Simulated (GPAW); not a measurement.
## Moving the functional in Ge

```yaml
crystal:
  lattice:
    - [5.01240, 2.89391, 1.98864]
    - [-5.01240, 2.89391, 1.98864]
    - [0.00000, -5.78782, 1.98864]
  atoms:
    - { symbol: Ge, position: [0.27823, 0.46995, 0.97307] }
    - { symbol: Ge, position: [0.46995, 0.97307, 0.27823] }
    - { symbol: Ge, position: [0.97307, 0.27823, 0.46995] }
    - { symbol: Ge, position: [0.72177, 0.53005, 0.02693] }
    - { symbol: Ge, position: [0.53005, 0.02693, 0.72177] }
    - { symbol: Ge, position: [0.02693, 0.72177, 0.53005] }
    - { symbol: Ge, position: [0.28552, 0.28552, 0.28552] }
    - { symbol: Ge, position: [0.71448, 0.71448, 0.71448] }
```

This isn't the form of Ge at room conditions, which is diamond.

Kept alike: task band structure; k mesh 4 × 4 × 4; occupations fermi-dirac, width 0.05 eV; no spin polarisation. Program: GPAW, potentials by row: the program's PAW data sets (release 1.2.1) made for this functional (LDA); PAW data sets generated for this functional (PBEsol); GPAW PAW data sets (gpaw-data 1.2.1) (r2SCAN on files made for PBE), cutoff 600 eV. The mesh is that of the run's cell of 8 atoms. No spin-orbit coupling.

| functional | pressure (GPa) |
| --- | --- |
| LDA | -4.80 |
| PBEsol | -3.08 |
| r2SCAN | -2.83 |

Pressure is positive in compression; the values hold the error of the finite cutoff, so their zero can differ a little from the energy's minimum. For a metal such a mesh leaves the last digits unconverged.

Question: What does the functional change here?

Answer: The pressure runs from -4.80 (LDA) to -2.83 GPa (r2SCAN).

All three functionals put this cell under tension: at the fixed geometry, each would lower its energy by contracting. The pull is strongest in LDA, at -4.80 GPa, while PBEsol and r2SCAN lie close together, too close for their order to carry much weight. LDA's familiar overbinding fits this pattern, probably because it lacks the gradient terms that favour the more uneven density of a stretched covalent network.

The rhombohedral cell and its atomic positions match the R8 form of Ge, a network of distorted tetrahedra that packs more densely than diamond and is reached by way of high pressure. The negative values don't conflict with that origin, since they measure how the chosen volume compares with each functional's own equilibrium, not the pressure at which the phase forms or survives. Nor do they rank the functionals by accuracy, which would take relaxed cells set against a measured volume of this same phase.
